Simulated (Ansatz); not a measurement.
Results of r²SCAN+SOC in Ansatz (plane waves, PAW) for zinc-blende AlSb.

Run with plane-wave cutoff 560 eV, 10×10×10 k mesh, Fermi–Dirac smearing 0.01 eV, PAW data made under PBE.

Response to compression and expansion:

| V (Å³/atom) | P (GPa) | direct gap at Γ (eV) | smallest gap on the k mesh (eV) |
|---|---|---|---|
| 27.689 | 3.94 | 2.363 | 1.207 |
| 28.278 | 2.48 | 2.181 | 1.247 |
| 28.867 | 1.18 | 2.005 | 1.284 |
| 29.456 | 0.00 | 1.835 | 1.316 |
| 30.045 | -1.05 | 1.671 | 1.338 |
| 30.634 | -2.00 | 1.512 | 1.359 |
| 31.224 | -2.85 | 1.359 | 1.312 |

The fundamental gap (1.30 eV at the equilibrium volume, with added k points) lies elsewhere than Γ–Γ.

Measured, for comparison: band gap 1.73 eV (zero-point renormalisation of 35 meV (experimental, the table's column) added back here, indirect; inputs from Miglio et al. (2020), arXiv:2011.12765).

Ansatz is a first-principles code.
